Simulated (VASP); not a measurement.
CO2:

```
C O
1.0
     3.51610    0.00000    0.00000
     0.00000    3.51610    0.00000
     0.00000    0.00000    4.10430
C O
2 4
Direct
  0.00000 0.00000 0.00000
  0.50000 0.50000 0.50000
  0.23291 0.23291 0.00000
  0.26709 0.73291 0.50000
  0.76709 0.76709 0.00000
  0.73291 0.26709 0.50000
```

The cell comes from a database or a generator and needn't be the stable form of this composition.

Program: VASP 6.6.1. Alike in all runs: level PBE; potentials or basis VASP PAW PBE potentials, release 64 (C, O); no spin polarisation; cell as given; k mesh 5 × 5 × 5; cutoff (eV) 520. Hardware: 1 thread of AMD EPYC 7R13 Processor (Zen 3) (shared host).

Problem. Order these runs on this cell by their wall time, lowest first.
A. task electric field gradients; smearing fermi-dirac 0.02 eV
B. task single point; smearing fermi-dirac 0.02 eV
C. task dielectric tensor; smearing gaussian 0.01 eV

Solution. B (15 s), A (56 s), C (130 s).

Caveats: the standard files for N, O and F lose accuracy on very short bonds.
